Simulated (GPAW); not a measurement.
# GaSb (F-43m) in GPAW: notebook

Aim: see how the results for GaSb move with the level of theory and the settings. Levels: PBE, PBEsol+D3(BJ). Tasks: single point, relaxation of cell and atoms.

All numbers are computed with GPAW 26.7.0; they aren't measurements. Logs are shortened: lines on timing, memory, paths and dates and some standing lists are left out, and cuts for length are marked. The log counts tension as positive stress, the text compression.

**The experiment to reproduce.**

A printed reference work, data compilation reports, for a bulk crystal of GaSb at 4.2 K: band gap 0.811 eV (direct).

The results are compared with them further down.

### Step 1. The structure

The structure is cubic, space group F-43m (No. 216). Conventional cell: a = 6.118 Å, b = 6.118 Å, c = 6.118 Å, α = 90.00°, β = 90.00°, γ = 90.00°. Sb (site symmetry -43m) has 4 Ga at 2.65 Å as nearest neighbours. Around Ga (site symmetry -43m) lie 4 Sb at 2.65 Å.

### Step 2. Single point, PBE

File run.py:

```python
from ase import Atoms
from ase.dft.bandgap import bandgap
from ase.io import write
from ase.units import Bohr, GPa
from gpaw import GPAW, PW
from gpaw.elf import elf_from_dft_calculation

atoms = Atoms(['Sb', 'Ga'],
              cell=[[0.0, 3.059, 3.059],
                    [3.059, 0.0, 3.059],
                    [3.059, 3.059, 0.0]],
              scaled_positions=[[0.75, 0.75, 0.75],
                                [0.0, 0.0, 0.0]],
              pbc=True)

calc = GPAW(mode=PW(600),
            xc='PBE',
            kpts={'size': (8, 8, 8), 'gamma': True},
            occupations={'name': 'methfessel-paxton', 'order': 0, 'width': 0.05},
            nbands=18,
            convergence={'density': 1e-05, 'energy': 1e-05},
            maxiter=150,
            txt='gpaw.txt')
atoms.calc = calc
energy = atoms.get_potential_energy()
forces = atoms.get_forces()
stress = atoms.get_stress()
calc.write('gs.gpw')
write('result.traj', atoms)
print(f'Energy: {energy:.6f} eV')
print('Forces (eV/A):')
print(forces.round(4))
print('Stress (GPa):', (stress / GPa).round(3))
print('Fermi level:', round(calc.get_fermi_level(), 4), 'eV')
print(f'Gap: {bandgap(calc)[0]:.4f} eV, direct: {bandgap(calc, direct=True)[0]:.4f} eV')

# fields on the real-space grid
write('density.cube', atoms, data=calc.get_pseudo_density() * Bohr**3)
write('potential.cube', atoms, data=calc.get_electrostatic_potential())
write('elf.cube', atoms, data=elf_from_dft_calculation(calc).data)
```

Potentials or basis: GPAW PAW data sets (gpaw-data 1.2.1), pw.

Run with:

```console
$ OMP_NUM_THREADS=1 python run.py
```

gpaw.txt:

```text
__  _  _
 | _ |_)|_||  |
 |__||  | ||/\| - 26.7.0

Input parameters:
  mode=PW(ecut=600.0),
  convergence={'density': 1e-05, 'energy': 1e-05},
  kpts=MonkhorstPack(size=(8, 8, 8), gamma=True),
  maxiter=150,
  nbands=18,
  occupations=Occupations(name='methfessel-paxton', order=0, width=0.05),
  xc=XC(name='PBE')

Diagonalizing LCAO Hamiltonian
Converting LCAO to pw mode

                     Sb

       Ga

Atoms  # Å, Bohr magnetons
|   | symbol |        x |        y |        z |    initial magnetic moments |
|---|--------|----------|----------|----------|-----------------------------|
| 0 |     Sb | 4.588500 | 4.588500 | 4.588500 | ( 0.0000,  0.0000,  0.0000) |
| 1 |     Ga | 0.000000 | 0.000000 | 0.000000 | ( 0.0000,  0.0000,  0.0000) |

Unit cell  # Å
| periodic |        x |        y |        z |  lengths |    angles |
|----------|----------|----------|----------|----------|-----------|
|      yes | 0.000000 | 3.059000 | 3.059000 | 4.326079 | 60.000000 |
|      yes | 3.059000 | 0.000000 | 3.059000 | 4.326079 | 60.000000 |
|      yes | 3.059000 | 3.059000 | 0.000000 | 4.326079 | 60.000000 |

Number of symmetries: 24
Symmetry operations  # r_c * U_cc + t_c -> r_c
|    | kind |            matrix            |
|----|------|------------------------------|
|  0 |  E   |  1, 0, 0,  0, 1, 0,  0, 0, 1 |
|  1 |  σ   |  1, 0, 0,  0, 0, 1,  0, 1, 0 |
|  2 |  σ   |  1, 0,-1,  0, 1,-1,  0, 0,-1 |
|  3 |  C3  |  1, 0,-1,  0, 0,-1,  0, 1,-1 |
|  4 |  C3  |  1,-1, 0,  0,-1, 1,  0,-1, 0 |
|  5 |  σ   |  1,-1, 0,  0,-1, 0,  0,-1, 1 |
|  6 |  σ   |  0, 1, 0,  1, 0, 0,  0, 0, 1 |
|  7 |  C3  |  0, 1, 0,  0, 0, 1,  1, 0, 0 |
|  8 |  C2  |  0, 1,-1,  1, 0,-1,  0, 0,-1 |
|  9 |  S4  |  0, 1,-1,  0, 0,-1,  1, 0,-1 |
| 10 |  C3  |  0, 0, 1,  1, 0, 0,  0, 1, 0 |
| 11 |  σ   |  0, 0, 1,  0, 1, 0,  1, 0, 0 |
| 12 |  S4  |  0, 0,-1,  1, 0,-1,  0, 1,-1 |
| 13 |  C3  |  0, 0,-1,  0, 1,-1,  1, 0,-1 |
| 14 |  S4  |  0,-1, 1,  1,-1, 0,  0,-1, 0 |
| 15 |  C2  |  0,-1, 1,  0,-1, 0,  1,-1, 0 |
| 16 |  C3  |  0,-1, 0,  1,-1, 0,  0,-1, 1 |
| 17 |  S4  |  0,-1, 0,  0,-1, 1,  1,-1, 0 |
| 18 |  S4  | -1, 1, 0, -1, 0, 1, -1, 0, 0 |
| 19 |  C3  | -1, 1, 0, -1, 0, 0, -1, 0, 1 |
| 20 |  C3  | -1, 0, 1, -1, 1, 0, -1, 0, 0 |
| 21 |  S4  | -1, 0, 1, -1, 0, 0, -1, 1, 0 |
| 22 |  σ   | -1, 0, 0, -1, 1, 0, -1, 0, 1 |
| 23 |  C2  | -1, 0, 0, -1, 0, 1, -1, 1, 0 |

BZ-sampling:
  Number of BZ points: 512
  Number of IBZ points: 29

  Monkhorst-Pack size: [8, 8, 8]
  Monkhorst-Pack shift: [0.0625, 0.0625, 0.0625]

K-points  # in reciprocal-cell coordinates
|     |                                coordinates |     weight |
|-----|--------------------------------------------|------------|
|   0 | (  0.00000000,   0.00000000,   0.00000000) | 0.00195312 |
|   1 | (  0.12500000,   0.12500000,   0.00000000) | 0.01171875 |
|   2 | (  0.12500000,   0.12500000,   0.12500000) | 0.01562500 |
|   3 | (  0.25000000,   0.12500000,   0.12500000) | 0.02343750 |
|   4 | (  0.25000000,   0.25000000,   0.00000000) | 0.01171875 |
|   5 | (  0.25000000,   0.25000000,   0.12500000) | 0.04687500 |
|   6 | (  0.25000000,   0.25000000,   0.25000000) | 0.01562500 |
|   7 | (  0.37500000,   0.25000000,  -0.37500000) | 0.04687500 |
|   8 | (  0.37500000,   0.25000000,   0.12500000) | 0.04687500 |
|   9 | (  0.37500000,   0.25000000,   0.25000000) | 0.04687500 |
| ... |                                            |            |
|  28 | (  0.50000000,   0.50000000,   0.50000000) | 0.00781250 |

Plane wave coefficients: 1926
Cutoff: 600.0 eV

Spin-components: 1 (collinear spins)
Bands:           18
Projectors:      11
Spin-degeneracy: 2
Datatype:        complex128

Parallelization:
  kpt:    1
  domain: 1
  band:   1

Density:
  Valence electrons: 18.0
  Components: 1
  Grid points: [25 25 25]
  Charge: 0.0  # |e|

Potential:
  Grid points: [25 25 25]

species:
  Sb:
    name:    Antimony
    Z:       51.0
    valence: 15
    core:    36
    charge:  0.0  # [|e|]
    compensation charges:
      type: gauss
      rc: 0.36  # [Å]
      lmax: 2
    cutoffs:
      filter: 2.23  # [Å]
      core: 2.23  # [Å]
    projectors
    | kind |    occ | energy [eV] | rcut [Å] |
    |------|--------|-------------|----------|
    |   5s |  2.000 |     -12.815 |    1.154 |
    |   5p |  3.000 |      -4.830 |    1.233 |
    |   4d | 10.000 |     -33.514 |    1.196 |
    |    s |        |      14.396 |    1.154 |
    |    p |        |      22.381 |    1.233 |
    |    d |        |      -6.303 |    1.196 |

    Using partial waves for Sb as LCAO basis

  Ga:
    name:    Gallium
    Z:       31.0
    valence: 3
    core:    28
    charge:  0.0  # [|e|]
    compensation charges:
      type: gauss
      rc: 0.37  # [Å]
      lmax: 2
    cutoffs:
      filter: 2.06  # [Å]
      core: 4.17  # [Å]
    projectors
    | kind |    occ | energy [eV] | rcut [Å] |
    |------|--------|-------------|----------|
    |   4s |  2.000 |      -8.945 |    1.164 |
    |   4p |  1.000 |      -2.580 |    1.164 |
    |    s |        |      18.266 |    1.164 |
    |    p |        |      24.631 |    1.164 |
    |    d |        |       0.000 |    1.164 |

    Using partial waves for Ga as LCAO basis

Reference energy: -229166.229777  # eV

eigensolver:
  PPCG
  Converge bands: occupied
  niter=2

density mixing:
  MSR1-Mixer
  Pratt-step length: 0.05
  Maximum mixing coefficient: 0.75
  Old densities: 10
  SVD Regularization: 0.005
  Good broyden scale: 1.0
  Trust region scale: 1.0
  Backstep threshold: 4.0
  History deletion threshold: 6.0
  Fourier metric: weight=20.0, sigma=0.015

occupation numbers:
  Methfessel-Paxton:
    width: 0.0500  # eV
    order: 0

poisson solver:
  ecut: 4800.0  # eV

xc functional:
  name: PBE with 2 nearest neighbor stencil

convergence criteria:
- Maximum integral of absolute [dens]ity change: 1e-05 electrons / valence electron
- Maximum [total energy] change in last 3 cyles: 1e-05 eV / valence electron
- Maximum integral of absolute [eigenst]ate change: 4e-08 eV^2 / valence electron
maximum number of iterations: 150

SCF iterations
|iter     | |      energy | eigst |  dens |
|---------|-|-------------|-------|-------|
|iter:   1| |   -7.657317 | +0.20 |       |
|iter:   2| |   -7.660583 | -2.00 | -1.29 |
|iter:   3| |   -7.643910 | -2.47 | -1.31 |
|iter:   4| |   -7.645850 | -3.15 | -1.85 |
|iter:   5| |   -7.646212 | -4.24 | -2.59 |
|iter:   6| |   -7.646342 | -4.89 | -2.97 |
|iter:   7| |   -7.646343c| -6.67 | -4.14 |
|iter:   8| |   -7.646343c| -7.48c| -4.58 |
|iter:   9| |   -7.646343c| -8.33c| -5.42c|

Converged in 9 steps
Energy contributions relative to reference atoms: (reference = -229166.229777)

Energy contributions:
  Kinetic:          12.403658
  Coulomb:         -10.899265
  Zero:              0.192735
  External:          0.000000
  Xc:               -9.343431
  Entropy:          -0.000080
  Spinorbit:         0.000000
  ----------------------------
  Free energy:      -7.646383
  Extrapolated:     -7.646343

dipole moment: (-11.037103, -11.037103, -11.037103)  # |e|*Ang

Fermi level: 4.936
Eigenvalues  # (at kpt = [0.000, 0.000, 0.000])
| band index |      eig [eV] | occ [0-2] |
|------------|---------------|-----------|
|          0 |       -23.868 |     2.000 |
|          1 |       -23.868 |     2.000 |
|          2 |       -23.868 |     2.000 |
|          3 |       -23.852 |     2.000 |
|          4 |       -23.852 |     2.000 |
|          5 |        -6.562 |     2.000 |
|          6 |         4.879 |     1.891 |
|          7 |         4.879 |     1.891 |
|          8 |         4.879 |     1.891 |
|          9 |         4.971 |     0.327 |
|         10 |         7.698 |     0.000 |
|         11 |         7.698 |     0.000 |
|         12 |         7.698 |     0.000 |
|         13 |        10.732 |     0.000 |
|         14 |        13.607 |     0.000 |
|         15 |        13.607 |     0.000 |
|         16 |        14.424 |     0.000 |
|         17 |        14.424 |     0.000 |

Gap: 0.091 eV
Transition (v -> c):
  (s=0, k=0, n=8, [0.00, 0.00, 0.00]) -> (s=0, k=0, n=9, [0.00, 0.00, 0.00])
No difference between direct/indirect transitions

Forces  # eV/Ang
|        x |       y |        z |
|----------|---------|----------|
| -0.00000 | 0.00000 | -0.00000 |  # Sb   0
|  0.00000 | 0.00000 |  0.00000 |  # Ga   1

Stress tensor  # eV/Ang^3
|         x |         y |         z |
|-----------|-----------|-----------|
| -0.014497 | -0.000000 |  0.000000 |
| -0.000000 | -0.014497 | -0.000000 |
|  0.000000 | -0.000000 | -0.014497 |

# Writing to gs.gpw (mode='')
```

It took 16 s on 1 thread of Arm Neoverse V1, shared host; peak memory 0.17 GiB.

What came out:

* Free energy: -7.6464 eV
* Pressure: 2.3 GPa
* Band gap on the k mesh: 0.09 eV, direct

Levels at points of the mesh, in eV from the valence-band top:
| k point | band 7 | band 8 | band 9 | band 10 | band 11 | band 12 |
| --- | --- | --- | --- | --- | --- | --- |
| (0.00, 0.00, 0.00) | 0.00 | 0.00 | 0.00 | 0.09 | 2.82 | 2.82 |
| (0.50, 0.50, 0.00) | -6.76 | -2.56 | -2.56 | 0.94 | 1.28 | 8.75 |
| (0.50, 0.50, 0.50) | -6.33 | -1.15 | -1.15 | 0.44 | 3.79 | 3.79 |

Caveat: spin-orbit coupling is left out, which moves the levels of the heavy elements.

### Step 3. Relaxation of cell and atoms, PBEsol+D3(BJ)

File run.py:

```python
from ase import Atoms
from ase.calculators.mixing import SumCalculator
from ase.filters import FrechetCellFilter
from ase.io import write
from ase.optimize import FIRE
from dftd3.ase import DFTD3
from gpaw import GPAW, PW, setup_paths

setup_paths.insert(0, '.')

atoms = Atoms(['Sb', 'Ga'],
              cell=[[0.0, 3.059, 3.059],
                    [3.059, 0.0, 3.059],
                    [3.059, 3.059, 0.0]],
              scaled_positions=[[0.75, 0.75, 0.75],
                                [0.0, 0.0, 0.0]],
              pbc=True)

calc = GPAW(mode=PW(600),
            xc='PBEsol',
            kpts={'size': (8, 8, 8), 'gamma': True},
            occupations={'name': 'fermi-dirac', 'width': 0.05},
            nbands=18,
            convergence={'density': 1e-05, 'forces': 0.0001},
            maxiter=150,
            txt='gpaw.txt')
atoms.calc = SumCalculator([calc, DFTD3(method='pbesol', damping='d3bj')])
opt = FIRE(FrechetCellFilter(atoms), trajectory='relax.traj', logfile='-')
done = opt.run(fmax=0.05, steps=40)
calc.write('gs.gpw')
write('result.traj', atoms)
print('Converged:', done)
print('Cell:', atoms.cell.cellpar().round(4))
print('Volume:', round(atoms.get_volume(), 4))
print(atoms.get_scaled_positions().round(5))
```

Potentials or basis: PAW data sets generated in the run's folder for this functional, pw.

Run with:

```console
$ gpaw-setup -f PBEsol Ga Sb
$ OMP_NUM_THREADS=1 python run.py
```

Run time: 75 s. Hardware: 1 thread of Arm Neoverse V1, shared host; peak memory 0.24 GiB.

Results (log left out):

| Property | Result |
| --- | --- |
| Free energy | -9.1005 eV |
| Relaxed volume | 27.46 Å³/atom |
| Relaxed cell | a = 4.267 Å, b = 4.267 Å, c = 4.267 Å, α = 60.00°, β = 60.00°, γ = 60.00° |
| Space group after relaxing (to 0.05 Å) | F-43m (No. 216) |
| Energy gained by relaxing | 6.2 meV/atom |
| Ionic steps | 5 |
| Pressure after relaxing | 0.3 GPa |
| Band gap on the k mesh | 0.34 eV, direct |
| Dispersion energy per atom | -0.337 eV |

Step by step:
| step | energy change (eV) | largest force (eV/Å) | pressure (GPa) | volume (Å³) |
| --- | --- | --- | --- | --- |
| 1 | 0.0000 | 0.0000 | -1.91 | 57.25 |
| 2 | -0.0032 | 0.0000 | -1.66 | 56.96 |
| 3 | -0.0080 | 0.0000 | -1.19 | 56.42 |
| 4 | -0.0118 | 0.0000 | -0.52 | 55.71 |
| 5 | -0.0124 | 0.0000 | 0.28 | 54.93 |

Final structure:
```xyz
2
Lattice="0.0000 3.0171 3.0171 3.0171 0.0000 3.0171 3.0171 3.0171 0.0000" Properties=species:S:1:pos:R:3 pbc="T T T"
Sb    4.5257    4.5257    4.5257
Ga    0.0000    0.0000    0.0000
```

Levels at points of the mesh, in eV from the valence-band top:
```tsv
k point	band 7	band 8	band 9	band 10	band 11	band 12
(0.00, 0.00, 0.00)	0.00	0.00	0.00	0.34	2.79	2.79
(0.50, 0.50, 0.00)	-6.97	-2.71	-2.71	0.83	1.10	9.01
(0.50, 0.50, 0.50)	-6.56	-1.22	-1.22	0.48	3.76	3.76
```

Caveat: later steps reuse the first step's grids; spin-orbit coupling is left out, which moves the levels of the heavy elements.

### Step 4. Against experiment

Step 2. Against the measured gap of GaSb, 0.811 eV (direct; 4.2 K; a printed reference work, data compilation), the calculated 0.09 eV is off by -0.72 eV. Spin-orbit coupling on Ga, Sb is left out. The value is that of PBE on a finite k mesh, which can miss the band edges, without temperature or zero-point motion. Semilocal functionals fall short of measured gaps as a rule.
